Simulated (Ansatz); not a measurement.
The system is Gd.

```
Gd
1.0
     3.63600    0.00000    0.00000
    -1.81800    3.14887    0.00000
     0.00000    0.00000    5.78260
Gd
2
Direct
  0.66667 0.33333 0.75000
  0.33333 0.66667 0.25000
```

Alike in all runs: program Ansatz 0.2.0; functional PBEsol; potentials or basis Ansatz PAW; cutoff 420 eV (not typed: the program's choice for these potentials); k mesh 7 × 7 × 4; occupations fermi-dirac, width 0.05 eV.

Q: Only the start or the spin constraint differs. Which run ends lowest in energy?
A. collinear spin, ferromagnetic start of up to 10.5 μB; fixed moment 21
B. collinear spin, ferromagnetic start of up to 8.75 μB; fixed moment 17.5
C. collinear spin, ferromagnetic start of up to 5.25 μB; fixed moment 10.5
D. collinear spin, ferromagnetic start of up to 7 μB; fixed moment 14
E. collinear spin, ferromagnetic start of up to 1.75 μB; fixed moment 3.5
F. collinear spin, ferromagnetic start of up to 3.5 μB; fixed moment 7

A: D.

| start | free energy over the lowest (meV/atom) | net moment (μB) | site or absolute moments (μB) | gap |
| --- | --- | --- | --- | --- |
| collinear spin, ferromagnetic start of up to 3.5 μB; fixed moment 7 | 3005.3 | 7.00 | Gd +4.64 | - |
| collinear spin, ferromagnetic start of up to 7 μB; fixed moment 14 | 0.0 | 14.00 | Gd +6.96 | - |
| collinear spin, ferromagnetic start of up to 10.5 μB; fixed moment 21 | 6333.9 | 21.00 | Gd +9.20 | - |
| collinear spin, program default start; fixed moment 0 | 7189.0 | 0.00 | - | - |
| collinear spin, ferromagnetic start of up to 14 μB; fixed moment 28 | 44725.4 | 28.00 | Gd +12.60 | - |
| collinear spin, ferromagnetic start of up to 8.75 μB; fixed moment 17.5 | 267.3 | 17.50 | Gd +8.03 | - |
| collinear spin, ferromagnetic start of up to 5.25 μB; fixed moment 10.5 | 689.0 | 10.50 | Gd +5.91 | - |
| collinear spin, ferromagnetic start of up to 1.75 μB; fixed moment 3.5 | 5104.3 | 3.50 | Gd +2.73 | - |

All polarised runs hold their moment fixed, so the table maps the energy against it. A still lower state may exist.

Caveats: spin-orbit coupling is left out, which moves the levels of the heavy elements; the total moment is fixed, so each spin has its own Fermi level.
